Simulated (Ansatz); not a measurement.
The system is HfO2.

```
CELL_PARAMETERS angstrom
5.11800 0.00000 0.00000
0.00000 5.18570 0.00000
-0.85866 0.00000 5.21387
ATOMIC_POSITIONS crystal
Hf 0.27550 0.46030 0.70800
Hf 0.72450 0.96030 0.79200
Hf 0.72450 0.53970 0.29200
Hf 0.27550 0.03970 0.20800
O 0.07420 0.16840 0.84670
O 0.92580 0.66840 0.65330
O 0.92580 0.83160 0.15330
O 0.07420 0.33160 0.34670
O 0.44870 0.74190 0.98010
O 0.55130 0.24190 0.51990
O 0.55130 0.25810 0.01990
O 0.44870 0.75810 0.48010
```

```yaml
Program: Ansatz 0.2.0
Task: relaxation of cell and atoms
Functional: BLYP
Dispersion: D3(BJ)
Potentials_or_basis: Ansatz PAW
Cutoff: "420 eV (not typed: the program's choice for these potentials)"
k_mesh: 5 × 5 × 5
Occupations: fermi-dirac, width 0.05 eV
Spin: no spin polarisation
```

At the start: volume 11.53 Å³/atom.

How do energy, volume and symmetry change on relaxing?

It ends after 8 steps and the volume is 11.73 Å³/atom (+1.7 %); space group P2_1/c (No. 14, to 0.05 Å).

The path:
```
step  energy change (eV)  largest force (eV/Å)  volume (Å³)
   1              0.0000                0.5280       138.38
   2             -0.0231                0.2420       141.12
   3             -0.0490                0.0793       140.81
   4             -0.0503                0.0989       140.67
   5             -0.0520                0.0102       140.67
   6             -0.0668                0.0111       140.67
   7             -0.0662                0.0013       140.78
   8             -0.0669                0.0013       140.78
```

Final structure:
```xyz
12
Lattice="5.1434 0.0000 -0.0049 0.0000 5.2049 0.0000 -0.8680 0.0000 5.2596" Properties=species:S:1:pos:R:3 pbc="T T T"
Hf    0.8044    2.3866    3.7244
Hf    3.0371    4.9890    4.1600
Hf    3.4711    2.8183    1.5302
Hf    1.2384    0.2159    1.0946
O    -0.3773    0.8744    4.4411
O     4.2188    3.4769    3.4434
O     4.6528    4.3304    0.8136
O     0.0567    1.7280    1.8113
O     1.4498    3.8642    5.1429
O     2.3917    1.2618    2.7415
O     2.8256    1.3407    0.1117
O     1.8838    3.9431    2.5131
```

Caveat: the plane-wave basis is chosen anew once the cell has moved, so the energies of steps on either side of that aren't comparable; the pressure holds a Pulay correction of +0.9 GPa for the finite cutoff; the PAW data sets come from PBE, with cores solved anew for the run's functional, which leaves a small shift of forces and pressure.
